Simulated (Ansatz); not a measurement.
A crystal relaxed with r2SCAN+rVV10 in Ansatz 0.2.0 has space group R3m:H (No. 160) and a = 3.175 Å, c = 18.582 Å.

```json
{"atom": "Mo", "site": "3a", "x": "0.6667", "y": "0.3333", "z": "0.3332"}
{"atom": "Xx", "site": "3a", "x": "0.6667", "y": "0.3333", "z": "0.0835"}
{"atom": "Xx", "site": "3a", "x": "0.3333", "y": "0.6667", "z": "0.2496"}
```

r2SCAN gives an indirect gap of 1.03 eV, from T to H₀–L (0.10 of the way from H₀); the least direct gap is 1.80 eV at H₀–L (0.10 of the way from H₀). A second conduction valley, at Γ–S₀ (0.53 of the way from Γ), lies only 12 meV higher, so their order isn't settled. HSE06 gives an indirect gap of 1.43 eV, from T to H₀–L (0.08 of the way from H₀); the least direct gap is 2.15 eV at H₀–L (0.08 of the way from H₀). Meshes: r2SCAN 10×10×10, HSE06 6×6×6. r2SCAN's ε∞ is 14.8 along x and y, 5.9 along z.

Q: Which element is Xx?
A. Te
B. O
C. Se
D. S

A: D. Xx is S: MoS₂ (started from an entry of an open crystallographic database). Mo is surrounded by 6 S at 2.40 Å; S is surrounded by 3 Mo at 2.40 Å.

(Simulation; spin polarisation is off.)

Spin-orbit coupling is left out.

Where an edge lies off the special points, it is a point of the mesh or the k point where a search put PBE's edge or least direct gap, reused for the other functionals, whose own edges may lie a little apart.
